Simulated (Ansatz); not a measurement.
Os:

```
CELL_PARAMETERS angstrom
2.73410 0.00000 0.00000
-1.36705 2.36780 0.00000
0.00000 0.00000 4.31970
ATOMIC_POSITIONS crystal
Os 0.66667 0.33333 0.75000
Os 0.33333 0.66667 0.25000
```

Base run:

| Property | Result |
| --- | --- |
| Program | Ansatz 0.2.0 |
| Functional | BLYP |
| Potentials or basis | Ansatz PAW |
| Cutoff | 420 eV (not typed: the program's choice for these potentials) |
| k mesh | 11 × 11 × 6 |
| Occupations | fermi-dirac, width 0.05 eV |
| Spin | no spin polarisation |

Its results: band gap on the k mesh none (metal or under the smearing width); pressure 25.8 GPa.

The run is repeated on the same cell with these changes: functional from BLYP to PBE; potentials or basis from Ansatz PAW to Ansatz PAW earlier set; cutoff from 420 eV (not typed: the program's choice for these potentials) to 480 eV (not typed: the program's choice for these potentials). What comes out?

Band gap on the k mesh none (metal or under the smearing width); pressure 9.0 GPa.

Caveats: spin-orbit coupling is left out, which moves the levels of the heavy elements; so large a pressure means that the cell lies far from this level's equilibrium, or that cutoff or potentials fall short (some runs); the PAW data sets come from PBE, with cores solved anew for the run's functional, which leaves a small shift of forces and pressure (some runs).
